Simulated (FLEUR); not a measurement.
Here is a FLEUR MaX-R8.1 (later development tree) calculation.

Contents of inp.xml:

```xml
<?xml version="1.0" encoding="UTF-8" standalone="no"?>
<fleurInput fleurInputVersion="0.39">
   <comment>
      Ti                                                                                                  
   </comment>
   <calculationSetup>
      <cutoffs Kmax="4.1" Gmax="12.7" GmaxXC="12.7" numbands="0"/>
      <scfLoop itmax="60" minDistance="0.00001" maxIterBroyd="15" imix="Anderson" alpha="0.05" precondParam="0.0" spinf="2.0" sdNocoIR="T"/>
      <coreElectrons ctail="T" frcor="F" kcrel="0" coretail_lmax="0"/>
      <xcFunctional name="vwn" relativisticCorrections="F"/>
      <magnetism jspins="1"/>
      <soc l_soc="F" theta="0.0" phi="0.0" spav="F"/>
      <expertModes spex="0" secvar="F"/>
      <geometryOptimization l_f="F" forcealpha="1.0" forcemix="BFGS" epsdisp="0.00001" epsforce="0.00001"/>
      <ldaU l_linMix="F" mixParam="0.05" spinf="1.0"/>
   </calculationSetup>
   <cell>
      <bzIntegration valenceElectrons="12.0" mode="hist" fermiSmearingEnergy="0.00183747">
         <kPointListSelection listName="default-1"/>
         <!-- k-points included here -->
         <xi:include xmlns:xi="http://www.w3.org/2001/XInclude" href="kpts.xml"> </xi:include>
      </bzIntegration>
      <!-- symmetry operations included here -->
      <xi:include xmlns:xi="http://www.w3.org/2001/XInclude" href="sym.xml"> </xi:include>
      <bulkLattice scale="1.0">
         <bravaisMatrix>
            <row-1>    0.0000000000000000     3.8361440329379994     3.8361440329379994</row-1>
            <row-2>    3.8361440329379994     0.0000000000000000     3.8361440329379994</row-2>
            <row-3>    3.8361440329379994     3.8361440329379994     0.0000000000000000</row-3>
         </bravaisMatrix>
      </bulkLattice>
   </cell>
   <atomSpecies>
      <species name="Titanium (Ti)" element="Ti" atomicNumber="22">
         <mtSphere radius="2.51" gridPoints="829" logIncrement="0.015"/>
         <atomicCutoffs lmax="10" lnonsphr="10"/>
         <electronConfig flipSpins="F">
            <coreConfig>(1s1/2) (2s1/2) (2p1/2) (2p3/2)</coreConfig>
            <valenceConfig>(3s1/2) (3p1/2) (3p3/2) (4s1/2) (3d3/2) (3d5/2)</valenceConfig>
            <stateOccupation state="(3d3/2)" spinUp="0.400000" spinDown="0.400000"/>
            <stateOccupation state="(3d5/2)" spinUp="0.600000" spinDown="0.600000"/>
         </electronConfig>
         <energyParameters s="4" p="4" d="3" f="4"/>
         <lo type="SCLO" l="0" n="3" eDeriv="0"/>
         <lo type="SCLO" l="1" n="3" eDeriv="0"/>
         <lo type="SCLO" l="1" n="3" eDeriv="1"/>
         <lo type="SCLO" l="2" n="3" eDeriv="2"/>
         <lo type="SCLO" l="3" n="4" eDeriv="2"/>
      </species>
   </atomSpecies>
   <atomGroups>
      <atomGroup species="Titanium (Ti)">
         <relPos label="                   1">.0000000000 .0000000000 .0000000000</relPos>
         <force calculate="T" relaxXYZ="TTT"/>
      </atomGroup>
   </atomGroups>
   <output dos="F" band="F" slice="F">
      <checks vchk="F" cdinf="F"/>
      <bandDOS minEnergy="-.5*Htr" maxEnergy="0.5*Htr" sigma="0.015" storeEVData="T"/>
      <vacuumDOS vacdos="F" integ="F" star="F" nstars="0" locx1="0.0" locy1="0.0" locx2="0.0" locy2="0.0" nstm="0" tworkf="0.0"/>
      <unfoldingBand unfoldBand="F" supercellX="1" supercellY="1" supercellZ="1"/>
      <plotting iplot="0" polar="F">
         <plot TwoD="T" vec1="  1.0  0.0  0.0" vec2="  0.0  1.0  0.0" vec3="  0.0  0.0  1.0" zero="  0.0  0.0  0.0" file="plot"/>
      </plotting>
      <chargeDensitySlicing numkpt="0" minEigenval="0.0" maxEigenval="0.0" nnne="0" pallst="F"/>
      <specialOutput eonly="F"/>
      <moessbauerParams electricFieldGradient="T" isomerShift="T" coreHyperfine="T" valenceHyperfine="T"/>
      <magneticCircularDichroism mcd="F" energyLo="-10.0" energyUp="0.0"/>
   </output>
  <!-- We include the file relax.xml here to enable relaxations (see documentation) -->
  <xi:include xmlns:xi="http://www.w3.org/2001/XInclude" href="relax.xml"> <xi:fallback/> </xi:include>
</fleurInput>
```

Contents of crystal.txt:

```
Ti
&input cartesian=F /
0.0000000000  2.0300000000  2.0300000000
2.0300000000  0.0000000000  2.0300000000
2.0300000000  2.0300000000  0.0000000000
1.8897261246
1.0 1.0 1.0

1
22 0.0000000000  0.0000000000  0.0000000000

&kpt div1=11 div2=11 div3=11 gamma=T /
```

The input inp.xml (bands):

```
<?xml version="1.0" encoding="UTF-8" standalone="no"?>
<fleurInput fleurInputVersion="0.39">
   <comment>
      Ti                                                                                                  
   </comment>
   <calculationSetup>
      <cutoffs Kmax="4.1" Gmax="12.7" GmaxXC="12.7" numbands="0"/>
      <scfLoop itmax="60" minDistance="0.00001" maxIterBroyd="15" imix="Anderson" alpha="0.05" precondParam="0.0" spinf="2.0" sdNocoIR="T"/>
      <coreElectrons ctail="T" frcor="F" kcrel="0" coretail_lmax="0"/>
      <xcFunctional name="vwn" relativisticCorrections="F"/>
      <magnetism jspins="1"/>
      <soc l_soc="F" theta="0.0" phi="0.0" spav="F"/>
      <expertModes spex="0" secvar="F"/>
      <geometryOptimization l_f="F" forcealpha="1.0" forcemix="BFGS" epsdisp="0.00001" epsforce="0.00001"/>
      <ldaU l_linMix="F" mixParam="0.05" spinf="1.0"/>
   </calculationSetup>
   <cell>
      <bzIntegration valenceElectrons="12.0" mode="hist" fermiSmearingEnergy="0.00183747">
         <kPointListSelection listName="path-1"/>
         <!-- k-points included here -->
         <xi:include xmlns:xi="http://www.w3.org/2001/XInclude" href="kpts.xml"> </xi:include>
      </bzIntegration>
      <!-- symmetry operations included here -->
      <xi:include xmlns:xi="http://www.w3.org/2001/XInclude" href="sym.xml"> </xi:include>
      <bulkLattice scale="1.0">
         <bravaisMatrix>
            <row-1>    0.0000000000000000     3.8361440329379994     3.8361440329379994</row-1>
            <row-2>    3.8361440329379994     0.0000000000000000     3.8361440329379994</row-2>
            <row-3>    3.8361440329379994     3.8361440329379994     0.0000000000000000</row-3>
         </bravaisMatrix>
      </bulkLattice>
   </cell>
   <atomSpecies>
      <species name="Titanium (Ti)" element="Ti" atomicNumber="22">
         <mtSphere radius="2.51" gridPoints="829" logIncrement="0.015"/>
         <atomicCutoffs lmax="10" lnonsphr="10"/>
         <electronConfig flipSpins="F">
            <coreConfig>(1s1/2) (2s1/2) (2p1/2) (2p3/2)</coreConfig>
            <valenceConfig>(3s1/2) (3p1/2) (3p3/2) (4s1/2) (3d3/2) (3d5/2)</valenceConfig>
            <stateOccupation state="(3d3/2)" spinUp="0.400000" spinDown="0.400000"/>
            <stateOccupation state="(3d5/2)" spinUp="0.600000" spinDown="0.600000"/>
         </electronConfig>
         <energyParameters s="4" p="4" d="3" f="4"/>
         <lo type="SCLO" l="0" n="3" eDeriv="0"/>
         <lo type="SCLO" l="1" n="3" eDeriv="0"/>
         <lo type="SCLO" l="1" n="3" eDeriv="1"/>
         <lo type="SCLO" l="2" n="3" eDeriv="2"/>
         <lo type="SCLO" l="3" n="4" eDeriv="2"/>
      </species>
   </atomSpecies>
   <atomGroups>
      <atomGroup species="Titanium (Ti)">
         <relPos label="                   1">.0000000000 .0000000000 .0000000000</relPos>
         <force calculate="T" relaxXYZ="TTT"/>
      </atomGroup>
   </atomGroups>
   <output dos="F" band="T" slice="F">
      <checks vchk="F" cdinf="F"/>
      <bandDOS minEnergy="-.5*Htr" maxEnergy="0.5*Htr" sigma="0.015" storeEVData="T"/>
      <vacuumDOS vacdos="F" integ="F" star="F" nstars="0" locx1="0.0" locy1="0.0" locx2="0.0" locy2="0.0" nstm="0" tworkf="0.0"/>
      <unfoldingBand unfoldBand="F" supercellX="1" supercellY="1" supercellZ="1"/>
      <plotting iplot="0" polar="F">
         <plot TwoD="T" vec1="  1.0  0.0  0.0" vec2="  0.0  1.0  0.0" vec3="  0.0  0.0  1.0" zero="  0.0  0.0  0.0" file="plot"/>
      </plotting>
      <chargeDensitySlicing numkpt="0" minEigenval="0.0" maxEigenval="0.0" nnne="0" pallst="F"/>
      <specialOutput eonly="F"/>
      <moessbauerParams electricFieldGradient="T" isomerShift="T" coreHyperfine="T" valenceHyperfine="T"/>
      <magneticCircularDichroism mcd="F" energyLo="-10.0" energyUp="0.0"/>
   </output>
  <!-- We include the file relax.xml here to enable relaxations (see documentation) -->
  <xi:include xmlns:xi="http://www.w3.org/2001/XInclude" href="relax.xml"> <xi:fallback/> </xi:include>
</fleurInput>
```

Potentials or basis: all-electron, FLAPW.

The run is started by

```console
$ inpgen -f crystal.txt -profile fastHighL
$ # inp.xml edited to the form shown
$ fleur_MPI
$ fleur_MPI   # second run, on inp.xml (bands)
```

(1) Predict the band gap along the path.

Results:

(1) none (metal or under the smearing width).
